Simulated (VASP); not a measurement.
A run of VASP 6.6.1 is set up as follows.

INCAR

```
SYSTEM = Pt
  PREC = Accurate
  ENCUT = 450
  EDIFF = 1E-7
  ISMEAR = 0
  SIGMA = 0.1
  LREAL = .False.
  LASPH = .True.
  NELM = 60
  ALGO = Normal
  ISIF = 2
  LWAVE = .False.
  LCHARG = .False.
  GGA = PE
```

Contents of KPOINTS:

```
regular mesh
0
Gamma
  14 14 14
  0 0 0
```

Contents of POSCAR:

```
Pt
1.0
    0.0000000000      1.9609000000      1.9609000000
    1.9609000000      0.0000000000      1.9609000000
    1.9609000000      1.9609000000      0.0000000000
Pt
1
Direct
    0.0000000000      0.0000000000      0.0000000000
```

Potentials or basis: VASP PAW PBE potentials, release 64 (Pt).

Command:

```sh
$ cat potpaw_PBE.64/Pt/POTCAR > POTCAR
$ mpirun -np 1 vasp_std > vasp.out
```

Q: What does it give for the band gap on the k mesh?

A: None (metal or under the smearing width).

Q: Estimate the pressure.

A: 9.5 GPa.

The run has no spin-orbit coupling, so splittings on Pt are missing.
